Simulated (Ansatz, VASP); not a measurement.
## Two plane-wave programs on InSb

File INCAR:

```
SYSTEM = InSb
ALGO = Normal
EDIFF = 1E-7
ENCUT = 520
GGA = PS
ISIF = 2
ISMEAR = 0
LASPH = .True.
LCHARG = .False.
LREAL = .False.
LWAVE = .False.
NBANDS = 16
NELM = 60
PREC = Accurate
SIGMA = 0.15
```

Contents of KPOINTS:

```
k-points
0
Gamma
  14 14 14
  0 0 0
```

File POSCAR:

```
InSb
1.0
    0.0000000000      3.0735130000      3.0735130000
    3.0735130000      0.0000000000      3.0735130000
    3.0735130000      3.0735130000      0.0000000000
In Sb
1 1
Direct
    0.0000000000      0.0000000000      0.0000000000
    0.5000000000      0.5000000000      0.5000000000
```

Input for Ansatz:

```yaml
crystal:
  lattice:
    - [0.0, 3.073513, 3.073513]
    - [3.073513, 0.0, 3.073513]
    - [3.073513, 3.073513, 0.0]
  atoms:
    - { symbol: In, position: [0.0, 0.0, 0.0] }
    - { symbol: Sb, position: [0.5, 0.5, 0.5] }
basis:
  ecutwfc: 420
kpoints:
  mp_grid: { grid: [14, 14, 14] }
hamiltonian:
  xc: pbesol
scf:
  occupations: { method: gaussian, width: 0.15 }
output:
  forces: true
  stress: true
  eigenvalues: true
```

Measurements of this composition are mostly on another form, of space group No. 216.

Alike in both runs: task single point; functional PBEsol; k mesh 14 × 14 × 14; occupations gaussian, width 0.15 eV; no spin polarisation.

```csv
,VASP,Ansatz
version,VASP 6.6.1,Ansatz 0.2.0
potentials or method,"VASP PAW PBE potentials, release 64 (In_d, Sb)","scalar-relativistic, plane waves, PAW"
plane-wave cutoff (eV),520,420
valence electrons in the cell,18,28
```

|  | VASP | Ansatz | Ansatz less VASP |
| --- | --- | --- | --- |
| gap on the k mesh at the Fermi level (eV) | none | none | - |
| pressure (GPa) | -2.7 | -2.7 | -0.01 |

A gap of «none» marks a metal or a gap that the smearing closes. The functional is the same, so the differences come from potentials, cutoffs and numerics. The two sets of potentials don't hold the same shells in valence.

Caveats: the PAW data sets were made with another functional, which shifts forces and pressure a little (VASP). The runs have no spin-orbit coupling, so splittings on Sb are missing.
